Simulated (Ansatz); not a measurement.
Si (P6_3/mmc), one atom moved over a plane

The calculation used DFT r2SCAN, scalar-relativistic, plane waves, PAW in Ansatz 0.2.0. Settings: plane waves to 500 eV, k-mesh 12×12×4 (Γ-centred), Gaussian smearing 0.05 eV. No spin polarisation. Energies are free energies at this smearing, counted from the undisturbed cell; pressure is positive in compression.

The undisturbed cell (relaxed at this level; this form isn't the usual structure):

```
Si
1.0
     3.83191    0.00000    0.00000
    -1.91595    3.31853    0.00000
     0.00000    0.00000    6.34182
Si
4
Direct
  0.33333 0.66667 0.06309
  0.66667 0.33333 0.56309
  0.33333 0.66667 0.43691
  0.66667 0.33333 0.93691
```

Atom 1 (Si) is moved by p along (1.000, 0.000, 0.000) and q along (0.000, 0.000, 1.000) (Å), all else fixed. Points are written (p, q).

Energy above the undisturbed cell in eV/cell (a dash: not computed):

```
 p \ q  -0.300  -0.150  0.000  0.150  0.300
-0.300    1.37    0.89   0.61   0.64   1.14
-0.150    0.73    0.33   0.15   0.31   0.95
 0.000    0.51    0.15   0.00   0.19   0.88
 0.150    0.73    0.33   0.15   0.31   0.95
 0.300    1.37    0.89   0.61   0.64   1.14
```

Pressure in GPa:

```
 p \ q  -0.300  -0.150  0.000  0.150  0.300
-0.300     4.1     2.7    1.7    1.5    2.8
-0.150     2.1     1.1    0.4    0.7    2.4
 0.000     1.4     0.5    0.0    0.4    2.3
 0.150     2.1     1.1    0.4    0.7    2.4
 0.300     4.1     2.7    1.7    1.5    2.8
```

Gap on the k-mesh in eV:

```
 p \ q  -0.300  -0.150  0.000  0.150  0.300
-0.300    0.00    0.00   0.00   0.00   0.00
-0.150    0.00    0.09   0.08   0.00   0.00
 0.000    0.00    0.43   0.61   0.38   0.00
 0.150    0.00    0.09   0.08   0.00   0.00
 0.300    0.00    0.00   0.00   0.00   0.00
```

Where the gap reads zero the k-mesh, chosen for the insulator, is on the coarse side.